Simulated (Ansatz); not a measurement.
Set up this calculation in Ansatz 0.2.0, as the native input.

- Task: relaxation of cell and atoms
- Functional: m-r2SCAN
- Potentials or basis: Ansatz PAW
- Cutoff: 500 eV (not typed: the program's choice for these potentials)
- k mesh: 8 × 8 × 8
- Occupations: fermi-dirac, width 0.05 eV
- Spin: no spin polarisation

The system is GaP.

```
Ga P
1.0
     0.00000    2.72525    2.72525
     2.72525    0.00000    2.72525
     2.72525    2.72525    0.00000
Ga P
1 1
Cartesian
  0.0000 0.0000 0.0000
  4.0879 4.0879 4.0879
```

One way to write it, as run:

input.yaml

```yaml
crystal:
  lattice:
    - [0.0, 2.72525, 2.72525]
    - [2.72525, 0.0, 2.72525]
    - [2.72525, 2.72525, 0.0]
  atoms:
    - { symbol: Ga, position: [0.0, 0.0, 0.0] }
    - { symbol: P, position: [0.75, 0.75, 0.75] }
hamiltonian:
  xc: mr2scan
  pseudopotentials: { kind: paw }
kpoints:
  mp_grid: { grid: [8, 8, 8] }
scf:
  occupations: { method: fermi_dirac, width: 0.05 }
output:
  forces: true
  stress: true
  write_density: true
  write_potential: true
  elf: true
  volumetric_format: npy
relax:
  f_tol: 0.01
  max_steps: 40
  cell: { stress_tol: 0.05 }
```

Potentials or basis: Ansatz PAW.

The run is started by

```sh
$ ansatz run input.yaml --threads 2 --pin off --max-ram 5120MiB --backend cpu --events-out ev --progress --plain --runs-dir out
```

It gave:

* Energy gained by relaxing: 0.0 meV/atom
* Ionic steps: 2
* Pressure after relaxing: 0.0 GPa
* Band gap on the k mesh: 1.89 eV, indirect (least direct gap 2.37 eV)

Caveat: the plane-wave basis is chosen anew once the cell has moved, so the energies of steps on either side of that aren't comparable; the PAW data sets come from PBE, with cores solved anew for the run's functional, which leaves a small shift of forces and pressure.

Wall time 4 s on 2 threads of Arm Neoverse V2, on a shared host, peak memory 0.42 GiB.
